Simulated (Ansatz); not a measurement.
## Tl: band structure with PBEsol

The system is Tl.

```xyz
4
Lattice="3.5086 0.0000 0.0000 -1.7543 3.0386 0.0000 0.0000 0.0000 11.2656" Properties=species:S:1:pos:R:3 pbc="T T T"
Tl    1.7543    1.0129    8.4492
Tl    0.0000    0.0000    5.6328
Tl    0.0000    2.0257    2.8164
Tl    0.0000    0.0000    0.0000
```

```json
{
  "Program": "Ansatz 0.2.0",
  "Task": "band structure",
  "Functional": "PBEsol",
  "Potentials or basis": "Ansatz PAW",
  "Cutoff": "420 eV (not typed: the program's choice for these potentials)",
  "k mesh": "9 × 9 × 3",
  "Occupations": "fermi-dirac, width 0.05 eV",
  "Spin": "no spin polarisation",
  "Path": "[[\"G\", \"M\", \"K\", \"G\", \"A\", \"L\", \"H\", \"A\"], [\"L\", \"M\"], [\"K\", \"H\"]]",
  "Points for each segment of the path": "14"
}
```

The pressure is -1.7 GPa and the band gap on the k mesh is none (metal or under the smearing width).

Stress tensor (GPa, compression positive):
```
-1.70  0.00  0.00
 0.00 -1.70  0.00
 0.00  0.00 -1.79
```

Levels at the corners of the path, in eV from the Fermi level:
```csv
point,band 23,band 24,band 25,band 26,band 27,band 28,band 29,band 30,band 31,band 32
Γ,-8.31,-5.11,-2.63,3.17,3.18,7.75,7.75,8.67,8.67,8.69
M,-4.69,-4.01,-2.48,-2.17,-0.22,0.23,1.89,2.84,3.86,5.42
K,-4.33,-4.10,-0.77,-0.53,-0.53,-0.36,-0.36,1.70,2.33,2.33
Γ,-8.31,-5.11,-2.63,3.17,3.18,7.75,7.75,8.67,8.67,8.69
A,-6.64,-6.64,-0.45,-0.45,7.29,7.29,8.01,8.01,8.01,8.01
L,-4.48,-4.48,-1.65,-1.65,-0.98,-0.98,3.49,3.49,4.28,4.28
H,-4.32,-4.32,-1.02,-1.02,0.13,0.13,0.91,0.91,1.10,1.10
A,-6.64,-6.64,-0.45,-0.45,7.29,7.29,8.01,8.01,8.01,8.01
L,-4.48,-4.48,-1.65,-1.65,-0.98,-0.98,3.49,3.49,4.28,4.28
M,-4.69,-4.01,-2.48,-2.17,-0.22,0.23,1.89,2.84,3.86,5.42
K,-4.33,-4.10,-0.77,-0.53,-0.53,-0.36,-0.36,1.70,2.33,2.33
H,-4.32,-4.32,-1.02,-1.02,0.13,0.13,0.91,0.91,1.10,1.10
```

It took 5.2 s on 2 threads of Intel(R) Xeon(R) 6975P-C (Granite Rapids), on a shared host, peak memory 0.57 GiB.

Caveat: spin-orbit coupling is left out, which moves the levels of the heavy elements; the PAW data sets come from PBE, with cores solved anew for the run's functional, which leaves a small shift of forces and pressure.
